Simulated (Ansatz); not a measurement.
Ionic part of the dielectric constant of BN at 6 GPa, mode by mode

These are results of DFT PBE+D3(BJ), scalar-relativistic, plane waves, PAW in Ansatz, not measurements. Plane waves to 420 eV; Γ-centred k mesh 12×12×12; fixed occupations. No spin polarisation. Phonons by linear response, acoustic sum rule imposed.

It takes space group R3m (No. 160, trigonal). The conventional cell has a = 2.493 Å, b = 2.493 Å, c = 8.862 Å, α = 90.00°, β = 90.00°, γ = 120.00°. B (site symmetry 3m) is surrounded by 3 N at 1.44 Å. Around N (site symmetry 3m) lie 3 B at 1.44 Å.

The primitive cell has V = 15.90 Å³ and ε∞,yy = 5.170. Each polar mode adds Δε = (4.92064×10⁷/V)·S/ν² along y, with S its oscillator strength in e²/amu, ν in cm⁻¹ and V in Å³.

Question: From these modes, find each Δε and ε0,yy.
```tsv
ν (cm⁻¹)	S_yy (e²/amu)
1383.6	1.185
```

Answer:
```json
{"ν (cm⁻¹)": "1383.6", "Δε": "1.92"}
```

The sum is 1.916, so ε0,yy = 7.09; the run's tensor has 7.09.

Question: Where do the longitudinal modes lie for a wave vector along y?

Answer: At 1620 cm⁻¹. The Lyddane–Sachs–Teller product Π(ν_LO/ν_TO)² = 1.37 matches ε0/ε∞ = 1.37.

This form isn't the usual stable structure of the compound at low pressure.

Cost: 1 run of about 0.27 core-minutes, on AMD EPYC 9R45 (Zen 5) (shared hosts).